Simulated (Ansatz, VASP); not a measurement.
## Zn in VASP and in Ansatz

File INCAR:

```
PREC     = Accurate       # precision mode
ENCUT    = 520            # plane-wave cutoff, eV
EDIFF    = 1E-7           # SCF threshold, eV
ISMEAR   = 0              # smearing method
SIGMA    = 0.05           # smearing width, eV
LREAL    = False          # projectors in reciprocal space
LASPH    = True           # aspherical terms in the spheres
NELM     = 60             # most SCF steps
ALGO     = Normal         # electronic algorithm
ISIF     = 2              # what is computed and relaxed
LWAVE    = False          # write WAVECAR
LCHARG   = False          # write CHGCAR
GGA      = PE             # functional
NBANDS   = 12             # bands
```

File KPOINTS:

```
regular mesh
0
Gamma
  8 8 8
```

The input POSCAR:

```
Zn
1.0
    0.0000000000      1.9655130775      1.9655130775
    1.9655130775      0.0000000000      1.9655130775
    1.9655130775      1.9655130775      0.0000000000
Zn
1
Direct
    0.0000000000      0.0000000000      0.0000000000
```

Input for Ansatz:

```yaml
crystal:
  lattice:
    - [0.0, 1.9655130775, 1.9655130775]
    - [1.9655130775, 0.0, 1.9655130775]
    - [1.9655130775, 1.9655130775, 0.0]
  atoms:
    - { symbol: Zn, position: [0.0, 0.0, 0.0] }
basis:
  ecutwfc: 420
  ecutrho_ratio: 4
kpoints:
  mp_grid: { grid: [8, 8, 8] }
hamiltonian:
  xc: pbe
scf:
  occupations: { method: gaussian, width: 0.05 }
output:
  forces: true
  stress: true
  eigenvalues: true
```

Alike in both runs: task single point; functional PBE; k mesh 8 × 8 × 8; occupations gaussian, width 0.05 eV; no spin polarisation.

```csv
,VASP,Ansatz
version,VASP 6.6.1,Ansatz 0.2.0
potentials or method,"VASP PAW PBE potentials, release 64 (Zn)","scalar-relativistic, plane waves, PAW"
plane-wave cutoff (eV),520,420
valence electrons in the cell,12,12
```

VASP gave:

```
gap on the k mesh at the Fermi level (eV) : none
pressure (GPa)                            : 0.4
```

Question: Estimate Ansatz's values.

Answer: gap on the k mesh at the Fermi level (eV): none; pressure (GPa): 0.1.

A gap of «none» marks a metal or a gap that the smearing closes.
